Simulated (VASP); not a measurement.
Here is a VASP 6.6.1 calculation.

The input INCAR:

```
PREC = Accurate ; ENCUT = 520
EDIFF = 1E-8 ; ISMEAR = -5
SIGMA = 0.05 ; LREAL = F
LASPH = T ; NELM = 100
ALGO = Normal ; ISIF = 2
LWAVE = F ; LCHARG = F
ISPIN = 2 ; MAGMOM = 0.5 0
LORBIT = 11 ; GGA = PE
IVDW = 11 ; LEPSILON = T
```

Contents of KPOINTS:

```
Automatic mesh
0
Gamma
  8 8 8
```

Contents of POSCAR:

```
PbSe
1.0
    0.0000000000      3.0606500000      3.0606500000
    3.0606500000      0.0000000000      3.0606500000
    3.0606500000      3.0606500000      0.0000000000
Pb Se
1 1
Direct
    0.0000000000      0.0000000000      0.0000000000
    0.5000000000      0.5000000000      0.5000000000
```

Potentials or basis: VASP PAW PBE potentials, release 64 (Pb_d, Se).

Command:

```sh
$ cat potpaw_PBE.64/Pb_d/POTCAR potpaw_PBE.64/Se/POTCAR > POTCAR
$ mpirun -np 1 vasp_std > vasp.out
```

Predict the electronic dielectric tensor (diagonal).

31.57.

What does it give for the Born charges (mean of the diagonal)?

Pb +4.02; Se -4.02 e.

What does it give for the dispersion energy per atom?

-0.239 eV.

Predict the band gap on the k mesh.

0.29 eV, direct.

Predict the net moment.

0.00 μB per cell.

Electronic dielectric tensor:
```
31.57  0.00  0.00
 0.00 31.57  0.00
 0.00  0.00 31.57
```

Caveat: the gap is small at this level, which inflates the dielectric constant; spin-orbit coupling is left out, which as a rule narrows the gap of such compounds by several tenths of an eV.

**Experimental background.**

From a printed reference work, monograph, for a bulk crystal of PbSe at 4.2 K: band gap 0.15 eV (direct).

Measured gap of PbSe: 0.15 eV (direct; 4.2 K; a printed reference work, monograph). This calculation gives 0.29 eV (+0.14 eV). 2 values of this kind are on record (0.15 to 0.28 eV); this one was drawn at random. Spin-orbit coupling on Pb, Se is left out. The value is that of PBE+D3 on a finite k mesh, which can miss the band edges, without temperature or zero-point motion.
